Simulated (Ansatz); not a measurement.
**SrO, one cell by several methods**

```xyz
2
Lattice="0.0000 2.5698 2.5698 2.5698 0.0000 2.5698 2.5698 2.5698 0.0000" Properties=species:S:1:pos:R:3 pbc="T T T"
Sr    0.0000    0.0000    0.0000
O     2.5698    2.5698    2.5698
```

Atom numbers follow the list: Sr1, O2.

The cell is COD entry 1100027, as deposited and not checked against the literature; nothing was relaxed. It is an old determination, and later ones may differ.

Methods: DFT, PBE, PAW with Ansatz's default frozen-core files, scalar-relativistic (Ansatz 0.2.0); DFT, PBE, all-electron PAW with datasets made for the crystal, scalar-relativistic (Ansatz 0.2.0); DFT, PBE, all-electron LAPW, scalar-relativistic (Ansatz 0.2.0).

For PAW: a Γ-centred 8×8×8 k mesh, Fermi–Dirac smearing of 0.02 eV, cutoff 420 eV, no spin polarisation. The crystal-made all-electron datasets (AE datasets) take a cutoff of 300 eV at this cell. LAPW targets a basis error of 0.25 meV/atom. The Ansatz runs share mesh, smearing and spin set-up. Plane-wave (PAW) pressures include the program's estimate of the Pulay term.

Stress and pressure are positive in compression.

Levels count from the top of the valence band.

| quantity | PAW | AE datasets | LAPW |
| --- | --- | --- | --- |
| pressure (GPa) | 2.92 | 2.92 | 2.92 |
| band gap (eV) | 3.313 | 3.312 | 3.311 |
| highest filled level at X (eV) | -0.076 | -0.076 | -0.076 |
| lowest empty level at X (eV) | 3.313 | 3.312 | 3.311 |
| highest filled level at W (eV) | -0.413 | -0.412 | -0.412 |
| lowest empty level at W (eV) | 6.050 | 6.049 | 6.049 |
| highest filled level at U (eV) | -0.447 | -0.446 | -0.446 |
| lowest empty level at U (eV) | 4.817 | 4.817 | 4.816 |
